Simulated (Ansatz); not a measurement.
BN (F-43m): G0W0 and the starting functional

```
B N
1.0
     0.00000    1.74665    1.74665
     1.74665    0.00000    1.74665
     1.74665    1.74665    0.00000
B N
1 1
Cartesian
  0.0000 0.0000 0.0000
  0.8733 0.8733 0.8733
```

Held fixed (Ansatz):

```yaml
datasets: hard PAW set made for 700 eV
k_mesh: 4×4×4
empty_bands: 69
response_cutoff: 200 eV
frequencies: contour deformation
q_→_0_term: analytic weight of Carrier, Rohra and Görling
band_sums: cut at the band count
```

The gap is read from Γ to k = (0, -0.5, -0.5), linearised, between the Kohn-Sham band edges among the points solved. ε∞ is the electronic dielectric constant on this mesh. Wave cutoffs: 700, 700 eV in the order of the table.

| orbitals | KS gap (eV) | G0W0 gap (eV) | ε∞ |
| --- | --- | --- | --- |
| PBE | 4.55 | 6.21 | 4.9 |
| r²SCAN | 5.09 | ? | ? |

**Question.** Fill in the row for r²SCAN.

**Answer.** G0W0 gap 6.41 eV, ε∞ 4.6.

The cell is a model at fixed atoms and needn't be the relaxed known crystal. The PAW or pseudopotential files were made with PBE. Points k are given in fractions of the reciprocal vectors. The mesh is coarse, so these are values at the stated settings, not converged ones. Band sums or response are cut, so the gap isn't at its basis limit. The gap is read on the mesh, and the crystal's band edges can lie off it. With r²SCAN or HSE06 the Kohn-Sham levels are generalised ones. Meshes this coarse can overestimate the dielectric constant by a tenth and more.
